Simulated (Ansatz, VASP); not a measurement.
Two plane-wave programs on PbS

```xyz
2
Lattice="0.0000 3.0391 2.8909 3.0391 0.0000 2.8909 3.0391 3.0391 0.0000" Properties=species:S:1:pos:R:3 pbc="T T T"
Pb    0.0000    0.0000    0.0000
S     3.0391    3.0391    2.8909
```

Change from the starting cell: strain +0.025 along x and y, -0.025 along z, atoms carried along.

Alike in both runs: task single point; functional PBE; dispersion D3(BJ); k mesh 10 × 10 × 10; occupations gaussian, width 0.03 eV; no spin polarisation.

|  | VASP | Ansatz |
| --- | --- | --- |
| version | VASP 6.6.1 | Ansatz 0.2.0 |
| potentials or method | VASP PAW PBE potentials, release 64 (Pb_d, S) | scalar-relativistic, plane waves, PAW |
| plane-wave cutoff (eV) | 520 | 420 |
| valence electrons in the cell | 20 | 20 |

```tsv
	VASP	Ansatz	Ansatz less VASP
gap on the k mesh at the Fermi level (eV)	0.38	0.37	-0.006
least direct gap on the mesh (eV)	0.38	0.37	-0.006
pressure (GPa)	-0.9	-0.8	+0.07
largest component of the traceless stress (GPa)	4.29	4.29	-0.004
```

Caveats: spin-orbit coupling is left out, which as a rule narrows the gap of such compounds by several tenths of an eV.
